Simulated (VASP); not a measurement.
# MnO2 (P-3m1) in VASP: a series of runs

One crystal, MnO2, is run at these levels: r2SCAN; tasks: single point.

Everything below comes from runs of VASP 6.6.1. Logs are shortened: lines on timing, memory, paths and dates and some standing lists are left out, and cuts for length are marked.

**1. Starting point**

Symmetry: P-3m1, No. 164, trigonal system. Conventional cell: a = 2.857 Å, b = 2.857 Å, c = 4.601 Å, α = 90.00°, β = 90.00°, γ = 120.00°. Mn (site symmetry -3m) has 6 O at 1.90 Å as nearest neighbours. O (site symmetry 3m) has 3 Mn at 1.90 Å as nearest neighbours.

Measurements of this composition are mostly on another form, of space group No. 136.

**2. Single point, r2SCAN, collinear spin, ferromagnetic start**

Input file INCAR:

```
SYSTEM = MnO2
PREC = Low ; ENCUT = 460
EDIFF = 1E-6 ; ISMEAR = 0
SIGMA = 0.05 ; LREAL = .FALSE.
LASPH = .TRUE. ; NELM = 100
ALGO = Normal ; ISIF = 2
LWAVE = .FALSE. ; LCHARG = .FALSE.
ISPIN = 2 ; MAGMOM = 4 0 0
LORBIT = 11 ; LMAXMIX = 4
METAGGA = R2SCAN ; LMIXTAU = .TRUE.
ADDGRID = .FALSE.
```

Input file KPOINTS:

```
Automatic mesh
0
G
  8 8 4
  0 0 0
```

Input file POSCAR:

```
MnO2
1.0
    2.8565781804      0.0000000000      0.0000000000
   -1.4282890902      2.4738692722      0.0000000000
    0.0000000000      0.0000000000      4.6013740589
Mn O
1 2
Direct
    0.0000000000      0.0000000000      0.5000000000
    0.3333333333      0.6666666667      0.7062925700
    0.6666666667      0.3333333333      0.2937074300
```

Potentials or basis: VASP PAW PBE potentials, release 64 (Mn_pv, O).

On the command line:

```sh
cat potpaw_PBE.64/Mn_pv/POTCAR potpaw_PBE.64/O/POTCAR > POTCAR
mpirun -np 1 vasp_std > vasp.out
```

OUTCAR:

```text
SYSTEM = MnO2
   PREC = Low
   ENCUT = 460
   EDIFF = 1E-6
   ISMEAR = 0
   LREAL = .FALSE.
   LASPH = .TRUE.
   NELM = 100
   ISIF = 2
   ISPIN = 2
   LORBIT = 11
   METAGGA = R2SCAN

 Found     35 irreducible k-points:

 Following reciprocal coordinates:
            Coordinates               Weight
  0.000000  0.000000  0.000000      1.000000
  0.125000  0.000000  0.000000      6.000000
  0.250000  0.000000  0.000000      6.000000
  0.375000  0.000000  0.000000      6.000000
  0.500000  0.000000  0.000000      3.000000
  0.125000  0.125000  0.000000      6.000000
   k-points           NKPTS =     35   k-points in BZ     NKDIM =     35   number of bands    NBANDS=     18
   number of dos      NEDOS =    301   number of ions     NIONS =      3
   total plane-waves  NPLWV =   6144
   dimension x,y,z NGX =    16 NGY =   16 NGZ =   24
   dimension x,y,z NGXF=    18 NGYF=   18 NGZF=   28
   ions per type =               1   2
   NGX,Y,Z   is equivalent  to a cutoff of   9.31,  9.31,  8.67 a.u.
   NGXF,Y,Z  is equivalent  to a cutoff of  10.48, 10.48, 10.12 a.u.
 SYSTEM =  MnO2
   PREC   = low       normal or accurate (medium, high low for compatibility)
   ISTART =      0    job   : 0-new  1-cont  2-samecut
   ICHARG =      2    charge: 1-file 2-atom 10-const
   ISPIN  =      2    spin polarized calculation?
   LNONCOLLINEAR =      F non collinear calculations
   LSORBIT =      F    spin-orbit coupling
   LASPH  =      T    aspherical Exc in radial PAW
   ENCUT  =  460.0 eV  33.81 Ry    5.81 a.u.   5.00  5.00  8.05*2*pi/ulx,y,z
   NELM   =    100;   NELMIN=  2; NELMDL= -5     # of ELM steps
   EDIFF  = 0.1E-05   stopping-criterion for ELM
   LREAL  =      F    real-space projection
   EDIFFG = 0.1E-04   stopping-criterion for IOM
   NSW    =      0    number of steps for IOM
   IBRION =     -1    ionic relax: 0-MD 1-quasi-New 2-CG
   NFREE  =      0    steps in history (QN), initial steepest desc. (CG)
   ISIF   =      2    stress and relaxation
   ISYM   =      2    0-nonsym 1-usesym 2-fastsym
   POTIM  = 0.5000    time-step for ionic-motion
   TEBEG  =    0.0;   TEEND  =   0.0 temperature during run
   PSTRESS=    0.0 pullay stress
   NELECT =      25.0000    total number of electrons
   NUPDOWN=      -1.0000    fix difference up-down
   EMIN   =  10.00;   EMAX   =-10.00  energy-range for DOS
   EFERMI =   0.00;   METHOD = LEGACY
   ISMEAR =     0;   SIGMA  =   0.05  broadening in eV -4-tet -1-fermi 0-gaus
   EFERMI_NEDOS =   21; number of points for ismear=-14 and -15
   IALGO  =     38    algorithm
   IMIX   =      4    mixing-type and parameters
     AMIX     =   0.40;   BMIX     =  1.00
     AMIX_MAG =   1.60;   BMIX_MAG =  1.00
  volume/ion in A,a.u.               =      10.84        73.15
  Fermi-wavevector in a.u.,A,eV,Ry     =   1.499747  2.834111 30.602787  2.249241
  Thomas-Fermi vector in A             =   2.611337
   LORBIT       =     11    0 simple, 1 ext, 2 COOP (PROOUT), +10 PAW based schemes
   METAGGA = R2SCAN    functional components
   LHFCALC =     F    Hartree Fock is set to
   AEXX    =    0.0000 exact exchange contribution
   IVDW    =     0    specifies the selected vdW correction
   LEPSILON=     F    determine dielectric tensor
   LRPA    =     F    only Hartree local field effects (RPA)
 spin polarized calculation
 Gauss-broadening in eV      SIGMA  =   0.05
  energy-cutoff  :      460.00
  volume of cell :       32.52
 maximum number of plane-waves:       746
   NGX =  9   NGY =  9   NGZ = 17

 number of electron      24.9999970 magnetization       2.9999748

 Free energy of the ion-electron system (eV)
  ---------------------------------------------------
  ext. energy  EPLUGINS =         0.00000000
  ---------------------------------------------------
  free energy    TOTEN  =       -32.54850959 eV

  energy without entropy =      -32.54850959  energy(sigma->0) =      -32.54850959

 E-fermi :   2.7460     XC(G=0): -11.5597

 val. band max:        2.5384166309   @ k =   0.1250   0.0000   0.5000
 cond. band min:       4.4222269143   @ k =   0.0000   0.0000   0.5000
 fundamental gap:      1.8838102834
 Fermi energy:         2.7459967230

 spin component 1

 k-point     1 :       0.0000    0.0000    0.0000
  band No.  band energies     occupation
      1     -49.7512      1.00000
      2     -49.7340      1.00000
      3     -49.7312      1.00000
      4     -17.7215      1.00000
      5     -15.4276      1.00000
      6      -3.7635      1.00000
[... 10 lines left out ...]
     17      10.6479      0.00000
     18      14.0275      0.00000

 k-point     2 :       0.1250    0.0000    0.0000
  band No.  band energies     occupation
      1     -49.7553      1.00000
      2     -49.7473      1.00000
      3     -49.7384      1.00000
      4     -17.5237      1.00000
      5     -15.4891      1.00000
      6      -3.5261      1.00000
[... 10 lines left out ...]
     17      11.3488      0.00000
     18      14.7993      0.00000

 k-point     3 :       0.2500    0.0000    0.0000
  band No.  band energies     occupation
      1     -49.8107      1.00000
      2     -49.7510      1.00000
      3     -49.7377      1.00000
      4     -17.0126      1.00000
      5     -15.6413      1.00000
      6      -3.4518      1.00000
[... 10 lines left out ...]
     17      12.9149      0.00000
     18      16.4139      0.00000

 k-point     4 :       0.3750    0.0000    0.0000
  band No.  band energies     occupation
      1     -49.8658      1.00000
      2     -49.7634      1.00000
      3     -49.7282      1.00000
      4     -16.4324      1.00000
      5     -15.8123      1.00000
      6      -3.9038      1.00000
[... 10 lines left out ...]
     17      14.4925      0.00000
     18      17.2335      0.00000

 k-point     5 :       0.5000    0.0000    0.0000
  band No.  band energies     occupation
      1     -49.8886      1.00000
      2     -49.7686      1.00000
      3     -49.7242      1.00000
      4     -16.1262      1.00000
      5     -15.9302      1.00000
      6      -4.2754      1.00000
[... 10 lines left out ...]
     17      15.4384      0.00000
     18      16.4157      0.00000

 k-point     6 :       0.1250    0.1250    0.0000
  band No.  band energies     occupation
      1     -49.7910      1.00000
      2     -49.7511      1.00000
      3     -49.7403      1.00000
      4     -17.1684      1.00000
      5     -15.5957      1.00000
      6      -3.3369      1.00000
[... 10 lines left out ...]
     17      12.4902      0.00000
     18      16.0117      0.00000

 [... further k-points ...]

 spin component 2

 k-point     1 :       0.0000    0.0000    0.0000
  band No.  band energies     occupation
      1     -45.6158      1.00000
      2     -45.6141      1.00000
      3     -45.4282      1.00000
      4     -17.6640      1.00000
      5     -15.3806      1.00000
      6      -2.6249      1.00000
[... 10 lines left out ...]
     17      11.1834      0.00000
     18      14.6986      0.00000

 k-point     2 :       0.1250    0.0000    0.0000
  band No.  band energies     occupation
      1     -45.6441      1.00000
      2     -45.6217      1.00000
      3     -45.4227      1.00000
      4     -17.4651      1.00000
      5     -15.4388      1.00000
      6      -2.3917      1.00000
[... 10 lines left out ...]
     17      11.8371      0.00000
     18      15.4860      0.00000

 k-point     3 :       0.2500    0.0000    0.0000
  band No.  band energies     occupation
      1     -45.7146      1.00000
      2     -45.6370      1.00000
      3     -45.4094      1.00000
      4     -16.9523      1.00000
      5     -15.5838      1.00000
      6      -2.4270      1.00000
[... 10 lines left out ...]
     17      13.3302      0.00000
     18      17.1429      0.00000

 k-point     4 :       0.3750    0.0000    0.0000
  band No.  band energies     occupation
      1     -45.7844      1.00000
      2     -45.6522      1.00000
      3     -45.3962      1.00000
      4     -16.3711      1.00000
      5     -15.7510      1.00000
      6      -2.8930      1.00000
[... 10 lines left out ...]
     17      14.8786      0.00000
     18      17.9187      0.00000

 k-point     5 :       0.5000    0.0000    0.0000
  band No.  band energies     occupation
      1     -45.8132      1.00000
      2     -45.6586      1.00000
      3     -45.3906      1.00000
      4     -16.0575      1.00000
      5     -15.8760      1.00000
      6      -3.3488      1.00000
[... 10 lines left out ...]
     17      15.8649      0.00000
     18      16.8818      0.00000

 k-point     6 :       0.1250    0.1250    0.0000
  band No.  band energies     occupation
      1     -45.6902      1.00000
      2     -45.6365      1.00000
      3     -45.4134      1.00000
      4     -17.1085      1.00000
      5     -15.5399      1.00000
      6      -2.3715      1.00000
[... 10 lines left out ...]
     17      12.9240      0.00000
     18      16.7089      0.00000

 [... further k-points ...]

------------------------ aborting loop because EDIFF is reached ----------------------------------------

  FORCE on cell =-STRESS in cart. coord.  units (eV):
  Direction    XX          YY          ZZ          XY          YZ          ZX
  --------------------------------------------------------------------------------------
  -------------------------------------------------------------------------------------
  Total       -0.1799470     -0.1799470     -0.0298522     -0.0000000     -0.0000000      0.0000000
  in kB       -8.8663477     -8.8663477     -1.4708797     -0.0000000     -0.0000000      0.0000000
  external PRESSURE =      -6.4011917 kB  Pullay stress =       0.0000000 kB

 VOLUME and BASIS-vectors are now :
 -----------------------------------------------------------------------------
  energy-cutoff  :      460.00
  volume of cell :       32.52
      direct lattice vectors                 reciprocal lattice vectors
     2.856578180  0.000000000  0.000000000     0.350069187  0.202112539  0.000000000
    -1.428289090  2.473869272  0.000000000     0.000000000  0.404225078  0.000000000
     0.000000000  0.000000000  4.601374059     0.000000000  0.000000000  0.217326387

 POSITION                                       TOTAL-FORCE (eV/Angst)
 -----------------------------------------------------------------------------------
      0.00000      0.00000      2.30069         0.000000     -0.000000      0.000000
     -0.00000      1.64925      3.24992        -0.000000      0.000000      0.010107
      1.42829      0.82462      1.35146         0.000000      0.000000     -0.010107
 -----------------------------------------------------------------------------------
    total drift:                               -0.000000     -0.000000      0.000000

  FREE ENERGIE OF THE ION-ELECTRON SYSTEM (eV)
  ---------------------------------------------------
  free  energy   TOTEN  =       -32.5485095927 eV

  energy  without entropy=      -32.5485095927  energy(sigma->0) =      -32.54850959

 total charge

# of ion       s       p       d       tot
------------------------------------------
    1        0.383   6.468   4.862  11.712
    2        1.594   3.449   0.000   5.043
    3        1.594   3.449   0.000   5.043
--------------------------------------------------
tot          3.571  13.365   4.862  21.798

 magnetization (x)

# of ion       s       p       d       tot
------------------------------------------
    1        0.029   0.038   2.865   2.933
    2        0.004   0.003   0.000   0.007
    3        0.004   0.003   0.000   0.007
--------------------------------------------------
tot          0.037   0.045   2.865   2.947
```

It took 27 s on 1 thread of Intel Xeon 6975P-C (Granite Rapids), shared host; peak memory 0.13 GiB.

These settings aren't checked as converged: the numbers below hold their error.

Results:

* Free energy: -32.5485 eV
* Pressure: -0.6 GPa
* Largest force: 0.010 eV/Å
* Band gap on the k mesh: 1.88 eV, indirect (least direct gap 1.99 eV)
* Net moment: 3.00 μB per cell
* Site moments: Mn +2.93; O +0.01 μB
* Valence electrons inside the program's atomic spheres: Mn 11.71; O 5.04

Caveat: the cutoff is under 1.25 times the usual one of these potentials, so pressure, stress and relaxed cells hold a basis-set (Pulay) error; the PAW data sets were made with another functional, which shifts forces and pressure a little; a cell with one magnetic atom can't hold antiferromagnetic order, which such compounds often take.

**3. Single point, r2SCAN, collinear spin, ferromagnetic start**

INCAR is that of step 2.

KPOINTS is that of step 2.

Input file POSCAR:

```
MnO2
1.0
    2.8565781804      0.0000000000      0.0000000000
   -1.4282890902      2.4738692722      0.0000000000
    0.0000000000      0.0000000000      4.6013740589
Mn O
1 2
Direct
    0.0186700000     -0.0033200000      0.4886240000
    0.3165570000      0.6444560000      0.7182440000
    0.6490790000      0.3390650000      0.3129550000
```

Potentials or basis: VASP PAW PBE potentials, release 64 (Mn_pv, O).

On the command line:

```sh
cat potpaw_PBE.64/Mn_pv/POTCAR potpaw_PBE.64/O/POTCAR > POTCAR
mpirun -np 1 vasp_std > vasp.out
```

OUTCAR:

```text
SYSTEM = MnO2
   PREC = Low
   ENCUT = 460
   EDIFF = 1E-6
   ISMEAR = 0
   LREAL = .FALSE.
   LASPH = .TRUE.
   NELM = 100
   ISIF = 2
   ISPIN = 2
   LORBIT = 11
   METAGGA = R2SCAN

 Found    132 irreducible k-points:

 Following reciprocal coordinates:
            Coordinates               Weight
  0.000000  0.000000  0.000000      1.000000
  0.125000  0.000000  0.000000      2.000000
  0.000000  0.125000  0.000000      2.000000
 -0.125000  0.125000  0.000000      2.000000
  0.250000  0.000000  0.000000      2.000000
  0.000000  0.250000  0.000000      2.000000
   k-points           NKPTS =    132   k-points in BZ     NKDIM =    132   number of bands    NBANDS=     18
   number of dos      NEDOS =    301   number of ions     NIONS =      3
   total plane-waves  NPLWV =   6144
   dimension x,y,z NGX =    16 NGY =   16 NGZ =   24
   dimension x,y,z NGXF=    18 NGYF=   18 NGZF=   28
   ions per type =               1   2
   NGX,Y,Z   is equivalent  to a cutoff of   9.31,  9.31,  8.67 a.u.
[... 324 lines left out ...]

 [... further k-points ...]

------------------------ aborting loop because EDIFF is reached ----------------------------------------

  FORCE on cell =-STRESS in cart. coord.  units (eV):
  Direction    XX          YY          ZZ          XY          YZ          ZX
  --------------------------------------------------------------------------------------
  -------------------------------------------------------------------------------------
  Total        1.3313383      1.5645315      0.6075576      0.9752060      0.7708618     -1.2048866
  in kB       65.5977002     77.0875925     29.9355774     48.0503485     37.9819006    -59.3671735
  external PRESSURE =      57.5402900 kB  Pullay stress =       0.0000000 kB

 VOLUME and BASIS-vectors are now :
 -----------------------------------------------------------------------------
  energy-cutoff  :      460.00
  volume of cell :       32.52
      direct lattice vectors                 reciprocal lattice vectors
     2.856578180  0.000000000  0.000000000     0.350069187  0.202112539  0.000000000
    -1.428289090  2.473869272  0.000000000     0.000000000  0.404225078  0.000000000
     0.000000000  0.000000000  4.601374059     0.000000000  0.000000000  0.217326387

 POSITION                                       TOTAL-FORCE (eV/Angst)
 -----------------------------------------------------------------------------------
     -1.37021      2.46566      2.24834        -1.712688     -0.125034      3.756831
     -0.01620      1.59430      3.30491         0.047573      0.488072     -1.233698
      1.36986      0.83880      1.44002         1.665115     -0.363037     -2.523133
 -----------------------------------------------------------------------------------
    total drift:                                0.127192      0.095512      0.008474

  FREE ENERGIE OF THE ION-ELECTRON SYSTEM (eV)
  ---------------------------------------------------
  free  energy   TOTEN  =       -32.2034493356 eV

  energy  without entropy=      -32.2034493356  energy(sigma->0) =      -32.20344934

 total charge

# of ion       s       p       d       tot
------------------------------------------
    1        0.394   6.484   4.908  11.787
    2        1.597   3.401   0.000   4.998
    3        1.594   3.519   0.000   5.113
--------------------------------------------------
tot          3.585  13.405   4.908  21.898

 magnetization (x)

# of ion       s       p       d       tot
------------------------------------------
    1        0.029   0.040   2.827   2.896
    2        0.005  -0.025   0.000  -0.020
    3        0.004   0.059   0.000   0.062
--------------------------------------------------
tot          0.037   0.074   2.827   2.938
```

Run time: 84 s. Hardware: 1 thread of Intel Xeon 6975P-C (Granite Rapids), shared host; peak memory 0.19 GiB.

These settings aren't checked as converged: the numbers below hold their error.

Results:

* Free energy: -32.2034 eV
* Pressure: 5.8 GPa
* Largest force: 4.131 eV/Å
* Band gap on the k mesh: 1.77 eV, indirect (least direct gap 1.79 eV)
* Net moment: 3.00 μB per cell
* Site moments: Mn +2.90; O -0.02, +0.06 μB
* Valence electrons inside the program's atomic spheres: Mn 11.79; O 5.00, 5.11

Caveat: the cutoff is under 1.25 times the usual one of these potentials, so pressure, stress and relaxed cells hold a basis-set (Pulay) error; the PAW data sets were made with another functional, which shifts forces and pressure a little; a cell with one magnetic atom can't hold antiferromagnetic order, which such compounds often take.

**4. For comparison**

An earlier run on the cell as given: functional PBE; potentials or basis VASP PAW PBE potentials, release 64 (Mn_pv, O); cutoff 520 eV; k mesh 11 × 11 × 6; occupations fermi-dirac, width 0.05 eV; collinear spin, ferromagnetic start; starting moments [4.0, 0.0, 0.0] μB.

* Pressure: 5.8 GPa
* Largest force: 0.310 eV/Å
* Band gap on the k mesh: 0.81 eV, indirect (least direct gap 0.87 eV)
* Net moment: 3.00 μB per cell
* Site moments: Mn +2.83; O +0.04 μB
* Valence electrons inside the program's atomic spheres: Mn 11.75; O 5.00
